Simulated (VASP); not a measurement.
# HF on the (1 1 1) face of Pd, part 5 of 5

Aim: how strongly HF binds to the (1 1 1) face of Pd, and how it shifts the vacuum level. The molecule starts over a bridge site, tilted. The start is a cell from a database of measured crystal structures.

VASP 6.6.1, plane waves and PAW; the level of theory is named at each step.

So far. Step 4 (The free molecule): Energy at zero smearing: -7.88701 eV. Step 6 (Going on with the relaxation): The run ended after 3 ionic steps, 0.001 eV below its first step, once the forces on the free atoms met EDIFFG = -0.03.

### Step 7. Potential and states with the molecule

Level of this step: PBE; plane waves and PAW (Pd, F, H) (VASP).

A static run like the clean slab's shows how the vacuum level shifts, by charge transfer, by any dipole of the adsorbate and by the slab's own rearrangement.

Contents of INCAR:

```
SYSTEM = HPd12F
PREC = Normal
ENCUT = 400
EDIFF = 1E-06
NELM = 120
ISMEAR = 1
SIGMA = 0.05
LREAL = Auto
ALGO = Fast
GGA = PE
NBANDS = 97
LORBIT = 11
LWAVE = .FALSE.
LCHARG = .TRUE.
KPAR = 2
NCORE = 2
IDIPOL = 3
LDIPOL = .TRUE.
DIPOL = 0.5 0.5 0.485
LVHAR = .TRUE.
LVACPOTAV = .TRUE.
NEDOS = 1500
```

Contents of POSCAR:

```
HPd12F
1.0
    5.5010079149      0.0000000000      0.0000000000
   -2.7505039575      4.7640126007      0.0000000000
    0.0000000000      0.0000000000     22.7185541542
Pd F H
12 1 1
Direct
    0.3333333300      0.1666666700      0.3530154200
    0.3333333300      0.6666666700      0.3530154200
    0.8333333300      0.1666666700      0.3530154200
    0.8333333300      0.6666666700      0.3530154200
    0.6624027296      0.3335517848      0.4548885443
    0.6623476395      0.8332461108      0.4546753707
    0.1624613938      0.3334262140      0.4549677643
    0.1624855801      0.8338141989      0.4549469614
    0.9896046864      0.5013950783      0.5576614058
    0.9901698436      0.0010143053      0.5564912382
    0.4903757379      0.5007194260      0.5563221468
    0.4910573811      0.0011601740      0.5565114149
    0.1043467036      0.4587656592      0.6772053318
    0.2517498603      0.4510216412      0.6568937391
```

Contents of KPOINTS:

```
Automatic mesh
0
Gamma
4 4 1
0 0 0
```

PAW data sets: Pd, F and H (PBE family, release 64).

Launch:

```bash
$ mpirun -np 4 vasp_std
```

Output:

```text
[... set-up lines as in an earlier step ...]
 entering main loop
       N       E                     dE             d eps       ncg     rms          rms(c)
DAV:   1     0.719054215995E+03    0.71905E+03   -0.49060E+04  1972   0.909E+02
DAV:   2    -0.328345148425E+02   -0.75189E+03   -0.70160E+03  2193   0.234E+02
DAV:   3    -0.689360391468E+02   -0.36102E+02   -0.34687E+02  2199   0.496E+01
DAV:   4    -0.694936427566E+02   -0.55760E+00   -0.55708E+00  2320   0.655E+00
DAV:   5    -0.695153489652E+02   -0.21706E-01   -0.21706E-01  2432   0.112E+00    0.219E+01
RMM:   6    -0.666213163818E+02    0.28940E+01   -0.92708E+00  2182   0.977E+00    0.123E+01
RMM:   7    -0.720041745867E+02   -0.53829E+01   -0.64788E+00  2116   0.741E+00    0.223E+01
RMM:   8    -0.733237815259E+02   -0.13196E+01   -0.30515E+00  2285   0.496E+00    0.213E+01
RMM:   9    -0.664099006037E+02    0.69139E+01   -0.15348E+00  2281   0.333E+00    0.716E+00
RMM:  10    -0.670706497183E+02   -0.66075E+00   -0.14449E+00  2167   0.337E+00    0.948E+00
RMM:  11    -0.663373374235E+02    0.73331E+00   -0.67219E-01  2053   0.249E+00    0.462E+00
RMM:  12    -0.661763075299E+02    0.16103E+00   -0.16837E-01  2050   0.117E+00    0.314E+00
RMM:  13    -0.661009731774E+02    0.75334E-01   -0.71814E-02  2128   0.752E-01    0.209E+00
RMM:  14    -0.660748629410E+02    0.26110E-01   -0.22352E-02  2149   0.437E-01    0.101E+00
RMM:  15    -0.660728936182E+02    0.19693E-02   -0.10492E-02  2256   0.296E-01    0.885E-01
RMM:  16    -0.660726729509E+02    0.22067E-03   -0.81280E-03  2292   0.266E-01    0.921E-01
RMM:  17    -0.660682949239E+02    0.43780E-02   -0.37905E-03  2262   0.186E-01    0.433E-01
RMM:  18    -0.660689042916E+02   -0.60937E-03   -0.20495E-03  2310   0.135E-01    0.614E-01
RMM:  19    -0.660668667701E+02    0.20375E-02   -0.94917E-04  2336   0.905E-02    0.364E-01
RMM:  20    -0.660661748758E+02    0.69189E-03   -0.45676E-04  2335   0.630E-02    0.202E-01
RMM:  21    -0.660658608854E+02    0.31399E-03   -0.31577E-04  2383   0.481E-02    0.151E-01
RMM:  22    -0.660657365265E+02    0.12436E-03   -0.13445E-04  2357   0.339E-02    0.129E-01
RMM:  23    -0.660656920994E+02    0.44427E-04   -0.93555E-05  2355   0.293E-02    0.979E-02
RMM:  24    -0.660656867311E+02    0.53683E-05   -0.42027E-05  2378   0.175E-02    0.860E-02
RMM:  25    -0.660656704478E+02    0.16283E-04   -0.28992E-05  2389   0.143E-02    0.350E-02
RMM:  26    -0.660658400766E+02   -0.16963E-03   -0.21110E-05  2424   0.115E-02    0.591E-02
RMM:  27    -0.660659722265E+02   -0.13215E-03   -0.13966E-05  2407   0.806E-03    0.437E-02
RMM:  28    -0.660660342191E+02   -0.61993E-04   -0.55094E-06  2133   0.572E-03    0.296E-02
RMM:  29    -0.660661507994E+02   -0.11658E-03   -0.53628E-06  2095   0.540E-03    0.294E-02
RMM:  30    -0.660662040174E+02   -0.53218E-04   -0.25531E-06  1932   0.350E-03    0.146E-02
RMM:  31    -0.660662416322E+02   -0.37615E-04   -0.12635E-06  1814   0.251E-03    0.251E-03
RMM:  32    -0.660662603954E+02   -0.18763E-04   -0.47907E-07  1713   0.152E-03    0.119E-03
RMM:  33    -0.660662695929E+02   -0.91976E-05   -0.18635E-07  1549   0.982E-04    0.210E-03
RMM:  34    -0.660662733381E+02   -0.37452E-05   -0.67058E-08  1342   0.714E-04    0.257E-04
RMM:  35    -0.660662745516E+02   -0.12135E-05   -0.22244E-08  1163   0.549E-04    0.160E-04
RMM:  36    -0.660662750271E+02   -0.47544E-06   -0.91066E-09  1001   0.433E-04
 [... a notice as in an earlier step ...]

   1 F= -.66066275E+02 E0= -.66067633E+02  d E =0.407406E-02
```

The job ended after 93 s (4 MPI ranks of AMD EPYC 9R14 (Zen 4), shared host; peak memory 1.1 GiB).

From OUTCAR (step 7):

```text
   k-points           NKPTS =     10   k-points in BZ     NKDIM =     10   number of bands    NBANDS=     97

   NELECT =     128.0000    total number of electrons

 dipolmoment           0.000000      0.000000      0.137992 electrons x Angstroem

 E-fermi :  -1.0679

 k-point     1 :       0.0000    0.0000    0.0000
  band No.  band energies     occupation
    ...
     53      -1.1548      2.03396
     54      -1.1091      1.99184
     55      -1.1054      1.95186
     56      -1.1022      1.90866
     57      -1.0733      1.18173
     58      -0.9150     -0.00013
     59      -0.9110     -0.00008
     60      -0.9059     -0.00005
     61      -0.8614     -0.00000
     62      -0.6751     -0.00000
    ...

  Total       -6.0804419     -6.2420516     -1.8590186     -0.0878169      0.0442109     -0.0756241
  in kB      -16.3625078    -16.7974004     -5.0026309     -0.2363159      0.1189719     -0.2035048
  external PRESSURE =     -12.7208464 kB  Pullay stress =       0.0000000 kB

 POSITION                                       TOTAL-FORCE (eV/Angst)
 -----------------------------------------------------------------------------------
      1.37525      0.79400      8.02000         0.004426     -0.007547     -0.057845
     -0.00000      3.17601      8.02000        -0.021646     -0.015201      0.016377
      4.12576      0.79400      8.02000         0.009910      0.019238      0.023187
      2.75050      3.17601      8.02000         0.011451     -0.005332      0.018479
      2.72645      1.58904     10.33441        -0.001782     -0.007257      0.005223
      1.35173      3.96959     10.32957        -0.012803      0.008744      0.001565
     -0.02339      1.58845     10.33621         0.009058     -0.000028     -0.008687
     -1.39957      3.97230     10.33574         0.004495      0.000655      0.000860
      4.06473      2.38865     12.66926         0.000081     -0.004072     -0.013359
      5.44414      0.00483     12.64268         0.008702     -0.001217     -0.005856
      1.32033      2.38543     12.63883         0.010061      0.008698      0.009100
      2.69812      0.00553     12.64313        -0.012276     -0.006517     -0.001762
     -0.68782      2.18557     15.38513        -0.003641      0.008452      0.012788
      0.14434      2.14867     14.92368        -0.006034      0.001383     -0.000071
 -----------------------------------------------------------------------------------
    total drift:                                0.004292     -0.010191     -0.013987

  FREE ENERGIE OF THE ION-ELECTRON SYSTEM (eV)
  ---------------------------------------------------
  free  energy   TOTEN  =       -66.0662750271 eV

  energy  without entropy=      -66.0703490831  energy(sigma->0) =      -66.06763305

 vacuum level on the upper side and lower side of the slab         5.282         4.325

[... 5 parts as in an earlier step ...]

[... 11 further parts left out ...]
```

This step gave:

| Quantity | Value |
| --- | --- |
| electronic cycles | 36 |
| Fermi energy | -1.068 eV |
| DOS at the Fermi level | 61.16 states/eV/cell |
| dipole moment | 0, 0, 0.1380 e·Å |
| vacuum levels | 5.282, 4.325 eV |
| work functions of the upper and lower face | 6.350, 5.393 eV |

The density of states has structure finer than the step of the table below, so its rows give means over 0.5 eV, whole bins alone (the curve runs from -12.0 to 7.98 eV). Peaks (eV: height): total -3.76: 56.3, -2.64: 63.0, -1.01: 68.4, -0.05: 89.1; Pd s -5.68: 7.08, -4.88: 6.93, -4.15: 6.15, -3.76: 6.55; Pd p 2.60: 7.38, 2.76: 5.78, 3.51: 8.24, 5.17: 5.89; Pd d -2.64: 56.4, -2.23: 50.5, -1.01: 62.6, -0.05: 81.7; F p -7.73: 20.1, -4.28: 9.42, -4.05: 13.3.

Table of density of states by energy, zero at the Fermi level; means over each step; values in states/eV/cell:

```csv
energy (eV),total,Pd s,Pd p,Pd d,F p,H s
-8.5,0,0,0,0,0,0
-8.0,1.38,0.00303,0.00169,0.00402,0.855,0.259
-7.5,2.76,0.00613,0.00323,0.00809,1.71,0.518
-7.0,0,0,0,0,0,0
-6.5,-0.00145,-0.00102,-3.2e-5,0,0,0
-6.0,0.203,0.144,0.00417,0.00358,7.7e-4,7.7e-5
-5.5,1.44,0.956,0.0932,0.0332,0.00636,2.6e-4
-5.0,2.60,1.15,0.214,0.708,0.0334,1.4e-4
-4.5,15.3,2.32,0.500,8.61,1.75,4.7e-4
-4.0,33.9,2.51,1.27,22.3,4.01,1.8e-4
-3.5,14.6,0.698,0.771,11.8,0.0937,5.5e-5
-3.0,20.8,0.448,1.10,17.6,0.0599,1.9e-4
-2.5,23.5,0.263,0.754,21.1,0.0352,8.7e-5
-2.0,33.5,0.866,1.44,28.9,0.0615,1.4e-4
-1.5,21.1,0.464,1.14,18.1,0.0389,1.1e-4
-1.0,32.6,0.488,0.855,29.4,0.0579,1.9e-4
-0.5,23.3,0.208,0.450,21.6,0.0329,3.5e-4
0.0,32.9,0.733,0.680,30.1,0.0490,6.1e-4
0.5,5.14,0.285,0.327,4.28,0.00263,3.3e-5
1.0,4.46,0.817,0.750,1.79,0.0334,0.00148
1.5,1.76,0.326,0.605,0.322,0.0110,4.8e-4
2.0,1.85,0.289,0.406,0.560,0.0182,0.00166
2.5,5.51,0.665,1.69,1.93,0.0228,0.00263
3.0,2.03,0.171,0.553,0.706,0.0118,0.00255
3.5,7.75,1.09,2.64,1.99,0.0467,0.00710
4.0,3.13,0.333,1.26,0.620,0.0176,0.00331
4.5,1.84,0.0305,0.515,0.378,0.0288,0.0101
5.0,2.76,0.0611,1.19,0.492,0.0211,0.00656
5.5,5.19,0.279,1.58,0.910,0.0226,0.0114
6.0,5.61,0.485,1.30,0.958,0.0835,0.0437
6.5,7.15,0.337,1.29,0.886,0.0497,0.0204
7.0,3.93,0.125,0.432,0.273,0.0508,0.0183
7.5,7.43,1.17,0.654,0.955,0.0582,0.0342
```

Zero at the Fermi level. Planar average of the electrostatic potential against height:

height (Å), planar average of the electrostatic potential (eV) and a bar from the least value:
```
      0.0        5.4 #############################
      0.5        5.4 #############################
      1.0        5.4 #############################
      1.5        5.4 #############################
      2.0        5.4 #############################
      2.5        5.4 #############################
      3.0        5.4 #############################
      3.5        5.4 #############################
      4.0        5.4 #############################
      4.5        5.4 #############################
      5.0        5.4 #############################
      5.5        5.3 #############################
      6.0        5.2 #############################
      6.5        4.5 ############################
      7.0        2.0 #########################
      7.5      -10.9 ##########
      8.0      -20.1 
      8.5      -12.0 #########
      9.0        0.7 ########################
      9.5       -2.0 ####################
     10.0      -16.2 ####
     10.5      -19.2 #
     11.0       -6.6 ###############
     11.5        1.6 #########################
     12.0       -6.9 ###############
     12.5      -19.2 #
     13.0      -15.5 #####
     13.5       -1.2 #####################
     14.0        3.9 ###########################
     14.5        4.6 ############################
     15.0        3.4 ###########################
     15.5        3.3 ###########################
     16.0        5.7 #############################
     16.5        6.3 ##############################
     17.0        6.3 ##############################
     17.5        6.4 ##############################
     18.0        6.4 ##############################
     18.5        6.4 ##############################
     19.0        6.4 ##############################
     19.5        6.4 ##############################
     20.0        6.4 ##############################
     20.5        6.4 ##############################
     21.0        6.4 ##############################
     21.5        6.4 ##############################
     22.0        6.3 ##############################
     22.5        5.6 #############################
```

Density of states in the PAW spheres, an atom over height of the layer and energy from the Fermi level.

Values in states/eV, 22 rows by 6 columns, each cell a mean:
```
0.83 0.82 0.83 0.83 0.00 0.01
2.77 2.88 2.76 2.73 0.00 0.05
2.19 2.41 2.20 2.12 0.00 0.04
2.11 1.14 2.10 2.10 0.00 0.03
2.87 1.59 2.88 2.85 0.00 0.07
1.45 1.46 1.46 1.48 0.00 0.04
3.04 1.54 3.00 2.98 0.00 0.06
1.87 2.01 1.86 1.88 0.00 0.03
2.12 2.83 2.11 2.13 0.00 0.06
1.39 1.18 1.39 1.37 0.00 0.05
1.14 1.43 1.15 1.15 0.00 0.12
1.75 2.66 1.73 1.70 0.04 2.86
1.15 2.16 1.19 1.30 0.07 4.50
0.40 1.05 0.40 0.42 0.00 0.26
0.08 0.14 0.09 0.09 0.00 0.03
0.02 0.05 0.02 0.02 0.00 0.00
0.06 0.15 0.06 0.06 0.00 0.01
0.01 0.03 0.01 0.01 0.00 0.00
0.00 0.00 0.00 0.00 0.00 0.00
0.00 0.00 0.00 0.00 0.00 0.00
0.00 0.00 0.00 0.00 0.05 0.15
0.00 0.00 0.01 0.01 0.97 3.15
```
Columns: height of the layer (Å) from 8 to 15.4 (not evenly spaced); rows upwards: energy from the Fermi level (eV) from -7.9 to 0.5.

Force by atom:

```csv
atom,x (eV/Å),y (eV/Å),z (eV/Å),size
Pd1,0.0044,-0.0075,-0.0578,0.0585
Pd2,-0.0216,-0.0152,0.0164,0.0311
Pd3,0.0099,0.0192,0.0232,0.0317
Pd4,0.0115,-0.0053,0.0185,0.0224
Pd5,-0.0018,-0.0073,0.0052,0.0091
Pd6,-0.0128,0.0087,0.0016,0.0156
Pd7,0.0091,0.0000,-0.0087,0.0126
Pd8,0.0045,0.0007,0.0009,0.0046
Pd9,0.0001,-0.0041,-0.0134,0.0140
Pd10,0.0087,-0.0012,-0.0059,0.0106
Pd11,0.0101,0.0087,0.0091,0.0161
Pd12,-0.0123,-0.0065,-0.0018,0.0140
F13,-0.0036,0.0085,0.0128,0.0158
H14,-0.0060,0.0014,-0.0001,0.0062
```

Electrostatic potential energy in the ca plane at fractional y = 0.459, with atoms of Pd and F and H within 0.2 Å of it. With pseudopotentials it is smooth inside the atoms' cores, unlike the true potential.

Values in eV, 8 rows by 16 columns, each cell a mean:
```
  3   0   2  -1   0 -30 -42   0   4   5   5   5   5   5   5   5
  2  -5   0 -27 -14  -6 -11   3   5   5   5   5   5   5   5   5
  2  -5  -1 -30 -16  -3  -5   3   5   5   5   5   5   5   5   5
  3   0   2  -3  -1 -28 -37   1   4   5   5   5   5   5   5   5
  3   0   2  -1  -1 -32 -41  -1   1   4   5   5   5   5   5   5
  2  -5   0 -27 -14  -6 -10  -1 -13   3   5   5   5   5   5   5
  2  -5  -1 -30 -16  -3  -5   1 -31  -8   5   5   5   5   5   5
  3   0   2  -3  -1 -26 -38   0 -24  -9   5   5   5   5   5   5
```
Columns run along c (16.0 Å, from fractional 0.30 to 1.00 of the cell; values clipped at the 3rd and 97th percentile), rows up along a (5.5 Å). Atoms in or near the plane, at fractional coordinates: Pd at (0.56, 0.49), F at (0.68, 0.10), H at (0.66, 0.25).

Valence density in the ca plane at fractional y = 0.459, with atoms of Pd and F and H within 0.2 Å of it. It is the smooth field of the valence electrons, not physical close to the nuclei.

Ten steps, logarithmic in the rise over the least value, from '0' (0 e/Å³) to '9' (11 e/Å³), each cell a mean:
```
00011222111222223678752112331000000000000000
00011222212333223567641000100000000000000000
00012333223455422344421000000000000000000000
00012333223566532223211000000000000000000000
00012333223566432233211000000000000000000000
00012232222454322345421000000000000000000000
00011222212233223577642000000000000000000000
00011222111222224688752100000000000000000000
00011222211222223677642100000000000000000000
00012232222344323456531112110000000000000000
00012333223565432233321135431000000000000000
00012333223566532222211146763100000000000000
00012333223455422334321147985200000000000000
00011222222343323466531147996200000000000000
00011222111222223678742135774100000000000000
```
Columns run along c (16.0 Å, from fractional 0.26 to 0.96 of the cell), rows up along a (5.5 Å). Atoms in or near the plane, at fractional coordinates: Pd at (0.56, 0.49), F at (0.68, 0.10), H at (0.66, 0.25).

The map of layer states is cut here 0.5 eV above the Fermi level, so it leaves out the states above that.

At the end the adsorbate's closest contact with the slab is H-Pd at 2.58 Å, 1.20 Å to the side of the slab's atom, and its lowest atom lies 2.25 Å above the highest atom of the slab.

The vacuum level lies 6.35 eV above the Fermi level at the upper face; the two faces differ by 0.96 eV, the step that the slab's dipole of 0.138 e·Å makes.

VASP counts the dipole in electrons times Å, so a positive number points the physical dipole along −c.

The program found no field-free point at its default tolerance, but its printed level agrees with the flat part of the planar average.

On this mesh the fine structure of the density of states is sampling noise, and high empty states may be cut by the number of bands.

### Step 8. Putting the energies together

This step: slab, PBE; plane waves and PAW (VASP 6.6.1).

This step runs nothing: it gathers the runs above.

This step gave:

- adsorption energy: -0.1009 eV
- highest filled level below the vacuum, with the molecule: 6.350 eV
- shortest molecule-surface distance: 2.581 Å
- nearest pair: H-Pd
- change of that level's depth: 0.8913 eV

Adsorption energy = -66.068 eV (slab with the molecule) less -58.080 eV (clean slab) less -7.887 eV (free molecule), all at zero smearing; the cell's area is 26.2 Å².

### Step 9. Summary of results

```json
{
  "adsorption energy": "-0.101 eV",
  "shortest molecule-surface distance": "2.58 Å",
  "nearest pair": "H-Pd",
  "highest filled level below the vacuum, with the molecule": "6.35 eV",
  "change of that level's depth": "0.891 eV"
}
```

In words: HF binds by 0.10 eV, with H-Pd at 2.58 Å as the closest contact, and the energy to take an electron out through the upper face rises by 0.89 eV. At the end the adsorbate's closest contact with the slab is H-Pd at 2.58 Å, 1.20 Å to the side of the slab's atom, and its lowest atom lies 2.25 Å above the highest atom of the slab. The most stretched bond, F-H, goes from 0.94 Å in the free molecule to 0.95 Å, so the molecule stays whole. The closest contact is 1.52 times the sum of the covalent radii, too long for a chemical bond. All runs with the molecule are without spin. The energy includes any attraction or repulsion between the molecule and its images. The functional lacks long-range dispersion, so weak binding is likely underestimated. The energy holds no zero-point or thermal part and belongs to this coverage, this thin slab and the geometry reached, which no test shows to be a minimum. The cell in the plane was kept as given and was not relaxed here.

[Lines on the potential files, build, host, timing and source positions are cut from VASP's logs without a mark.]

[Logs are printed without paths, hosts, clocks, repeated set-up lines and the standing remarks that a program may print on its own settings, such as how far it seeks lower states.]

[Hosts, paths, dates, database ids (printed as entryN), source tags and the programs' standing remarks are cut or masked in the printed files.]

[Runs that stopped without an error message from VASP are left out.]
